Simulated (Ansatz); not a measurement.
Runs of Ansatz 0.2.0 on Sb. It takes space group R-3m (No. 166, trigonal). Conventional cell: a = 4.308 Å, b = 4.308 Å, c = 11.274 Å, α = 90.00°, β = 90.00°, γ = 120.00°. Around Sb (site symmetry 3m) lie 3 Sb at 2.91 Å. 

| task | level | k mesh | points for each segment of the path | mesh quality | gap on the mesh (eV) | pressure (GPa) | V0 of scaled cells (Å³/atom) | B0 (GPa) | largest force (eV/Å) |
| --- | --- | --- | --- | --- | --- | --- | --- | --- | --- |
| band structure | HSE06 | 6 × 6 × 6 | 4 | not flagged | none | 0.8 | - | - | (b) |
| equation of state | HSE06 | 4 × 4 × 4 | - | coarse | - | - | 30.58 | 59 | - |
| equation of state | PBE0 | 4 × 4 × 4 | - | coarse | - | - | 30.57 | 60 | - |
| single point | PBE0 | 6 × 6 × 6 | - | not flagged | none | 0.8 | - | - | (a) |

Alike in all rows: potentials or basis Ansatz PAW; no spin polarisation; cell as given; cutoff (eV) 420; smearing fermi-dirac 0.05 eV.

Q: Fill in the values left out.

A: (a) 0.28; (b) 0.20.

Caveats: some runs use coarse meshes; the PAW data sets come from PBE, with cores solved anew for the run's functional, which leaves a small shift of forces and pressure (some runs); the thresholds are loose for stress (some runs); the cell was scaled at fixed shape and fractional positions, which overstates the stiffness of a crystal with free parameters, most of all of layers and chains (some runs); the PAW data sets were made with another functional, which shifts forces and pressure a little (some runs); spin-orbit coupling is left out, which moves the levels of the heavy elements (some runs).

A k mesh can miss the band edges, and the runs leave out spin-orbit coupling on Sb.

A gap of «none» marks a metal or a gap under the smearing width.
